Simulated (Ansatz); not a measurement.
RuO2:
```
RuO2
1.0
    4.46529     0.00000     0.00000
    0.00000     4.46529     0.00000
    0.00000     0.00000     3.09256
Ru O
2 4
Direct
  0.50000   0.50000   0.50000
  0.00000   0.00000   0.00000
  0.80611   0.19389   0.50000
  0.19389   0.80611   0.50000
  0.30611   0.30611   0.00000
  0.69389   0.69389   0.00000
```

Relaxed with PBEsol. Special points in fractions of this cell's reciprocal vectors: Γ (0.000, 0.000, 0.000); X (0.000, 0.500, 0.000); M (0.500, 0.500, 0.000); Z (0.000, 0.000, 0.500); R (0.000, 0.500, 0.500); A (0.500, 0.500, 0.500).

Question: List the band energies nearest the Fermi level at these points for plane-wave PAW PBEsol (Ansatz code).

Answer: In eV from the Fermi level; about four levels below and three above (degenerate sets whole), none deeper than 8.9 eV; points with the same levels are listed once.

```
k                    below                above
-  -----------------------  -------------------
Γ  -1.46 -1.39 -1.39 -0.89  1.61 1.82 4.67 4.67
X  -0.49 -0.49 -0.32 -0.32  0.39 0.39 4.10 4.10
M  -1.44 -1.44 -1.35 -1.35  0.86 0.86 3.64 3.64
Z  -0.64 -0.64 -0.01 -0.01  0.92 0.92 3.17 3.17
R  -1.76 -1.76 -0.57 -0.57  1.17 1.17 2.05 2.05
A  -0.56 -0.56 -0.53 -0.53  0.22 0.22 3.14 3.14
```

Space group P4_2/mnm (rutile). The PBEsol relaxation kept the symmetry of its start; of distortions, only those at the zone centre were tested. The run is not spin-polarised. Spin–orbit coupling is left out wherever it is not named.

Potentials: the later of the program's two PAW sets.
